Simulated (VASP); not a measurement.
A run of VASP 6.6.1:

Contents of INCAR:

```
SYSTEM = Ag
PREC = Accurate
ENCUT = 600
EDIFF = 1E-7
ISMEAR = 0
SIGMA = 0.1
LREAL = .FALSE.
LASPH = .TRUE.
NELM = 80
ALGO = Normal
ISIF = 3
LWAVE = .FALSE.
LCHARG = .FALSE.
METAGGA = R2SCAN
LMIXTAU = .TRUE.
IBRION = 2
NSW = 90
EDIFFG = -0.005
```

Contents of KPOINTS:

```
Automatic mesh
0
G
  18 18 18
  0 0 0
```

File POSCAR:

```
Ag
1.0
    0.0000000000      2.0675000000      2.0675000000
    2.0675000000      0.0000000000      2.0675000000
    2.0675000000      2.0675000000      0.0000000000
Ag
1
Direct
    0.0000000000      0.0000000000      0.0000000000
```

Potentials or basis: VASP PAW PBE potentials, release 64 (Ag).

Launch:

```bash
$ cat potpaw_PBE.64/Ag/POTCAR > POTCAR
$ mpirun -np 1 vasp_std > vasp.out
```

Hardware: 1 thread of Intel(R) Xeon(R) 6975P-C (Granite Rapids) (shared host).

Problem. How long does it take, and how much memory?

Solution. It took 2.4 min on 1 thread of Intel(R) Xeon(R) 6975P-C (Granite Rapids), with other jobs on the host, peak memory 0.19 GiB. Counts: scf iterations 39, k points 195, ion steps 3.
